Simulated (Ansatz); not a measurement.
**BP: band gap under strain**

Aim: follow the gap of BP built on the zincblende prototype through these states: no strain; -4.0 % biaxial strain in the (111) plane, free along [111]; -3.0 % biaxial strain in the (111) plane, free along [111]. The table at the end shows which levels were run.

The runs shown are made with Ansatz 0.2.0. PAW datasets, plane waves. Spin-unpolarised throughout; all numbers are computed.

### Step 1. The structure to begin with

The unstrained cell was relaxed with r2SCAN; in each strained cell the atoms were relaxed again with r2SCAN. Names of k-points are those of the unstrained zone, where strain can split equivalent points. First state: no strain.

Space group F-43m (No. 216), cubic; a = 4.537 Å in the conventional setting, 11.67 Å³ an atom. B has 4 P at 1.96 Å; P has 4 B at 1.96 Å.

Coordinates:

```
CELL_PARAMETERS angstrom
0.00000 2.26832 2.26832
2.26832 0.00000 2.26832
2.26832 2.26832 0.00000
ATOMIC_POSITIONS crystal
B 0.00000 0.00000 0.00000
P 0.25000 0.25000 0.25000
```

### Step 2. No strain: PBE

input.yaml

```yaml
crystal:
  lattice:
    - [0.0, 2.2683156689, 2.2683156689]
    - [2.2683156689, 0.0, 2.2683156689]
    - [2.2683156689, 2.2683156689, 0.0]
  atoms:
    - { symbol: B, position: [0.0, 0.0, 0.0] }
    - { symbol: P, position: [0.25, 0.25, 0.25] }
kpoints:
  mp_grid: { grid: [10, 10, 10] }
  band_path:
    path:
      - [0.0, 0.0, 0.0]
      - [-0.5, -0.5, 0.0]
      - [-0.375, -0.375, 0.25]
      - [-0.375, 0.0, 0.375]
      - [0.0, 0.0, 0.5]
      - [-0.5, -0.25, 0.25]
      - [0.0, 0.414062, 0.414062]
    npoints: 1
hamiltonian:
  xc: pbe
scf:
  occupations: { method: fermi_dirac, width: 0.02 }
  n_extra_bands: 4
output:
  forces: true
  stress: true
  eigenvalues: true
  write_density: true
  write_potential: true
  elf: true
  volumetric_format: npy
```

Started as:

```console
ansatz run input.yaml --threads 2 --pin off --max-ram 29491MiB --backend cpu --events-out ev --progress --plain --runs-dir out
```

After this run come: No strain: r2SCAN; No strain: HSE06; No strain: r2SCAN; No strain: G0W0@PBE; -4.0 % biaxial strain in the (111) plane, free along [111]: PBE; -4.0 % biaxial strain in the (111) plane, free along [111]: r2SCAN; -4.0 % biaxial strain in the (111) plane, free along [111]: HSE06; -4.0 % biaxial strain in the (111) plane, free along [111]: r2SCAN; -4.0 % biaxial strain in the (111) plane, free along [111]: G0W0@PBE; -3.0 % biaxial strain in the (111) plane, free along [111]: PBE; -3.0 % biaxial strain in the (111) plane, free along [111]: r2SCAN; -3.0 % biaxial strain in the (111) plane, free along [111]: HSE06; -3.0 % biaxial strain in the (111) plane, free along [111]: r2SCAN; -3.0 % biaxial strain in the (111) plane, free along [111]: G0W0@PBE.

What does the calculation give?

As calculated:

Least gap in eV (negative: overlap), with the change from the unstrained cell in brackets. G0W0 is on its own coarse mesh.

```
                                                     state  volume change (%)           PBE        r2SCAN         HSE06          G0W0
                                                 no strain               +0.0          1.24          1.45          1.96          1.99
-4.0 % biaxial strain in the (111) plane, free along [111]               -7.1  0.79 (-0.45)  0.95 (-0.50)  1.51 (-0.45)  1.42 (-0.57)
-3.0 % biaxial strain in the (111) plane, free along [111]               -5.4  0.95 (-0.29)  1.13 (-0.32)  1.67 (-0.29)  1.60 (-0.39)
```

**Reading.** The largest move of the HSE06 gap in the table is -0.458 eV, under -4.0 % biaxial strain in the (111) plane, free along [111]. PBE and HSE06 differ by 0.73 eV on the unstrained gap, and by at most 0.01 eV on its change: PBE follows the response to strain far better than the gap itself. G0W0 values are finite-basis, finite-mesh values.
